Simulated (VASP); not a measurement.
A run of VASP 6.6.1:

File INCAR:

```
  ALGO = Normal
  EDIFF = 1E-7
  ENCUT = 520
  GGA = PE
  ISIF = 2
  ISMEAR = 0
  LASPH = T
  LCHARG = F
  LREAL = F
  LWAVE = F
  NBANDS = 11
  NELM = 80
  PREC = Accurate
  SIGMA = 0.02
```

Contents of KPOINTS:

```
k-points
0
Gamma
  10 10 10
```

POSCAR

```
Si
1.0
    0.0000000000      2.7619176941      2.7619176941
    2.7619176941      0.0000000000      2.7619176941
    2.7619176941      2.7619176941      0.0000000000
Si
2
Direct
    0.7500000000      0.7500000000      0.7500000000
    0.5000000000      0.5000000000      0.5000000000
```

Potentials or basis: VASP PAW PBE potentials, release 64 (Si).

Command:

```sh
$ cat potpaw_PBE.64/Si/POTCAR > POTCAR
$ mpirun -np 1 vasp_std > vasp.out
```

Hardware: 1 thread of Intel(R) Xeon(R) Platinum 8175M CPU @ 2.50GHz (Skylake/Cascade Lake) (shared host).

Question: How long does it take, and how much memory?

Answer: Wall time 29 s on 1 thread of Intel(R) Xeon(R) Platinum 8175M CPU @ 2.50GHz (Skylake/Cascade Lake), with other jobs on the host, peak memory 0.16 GiB. Counts: scf iterations 13, k points 47.
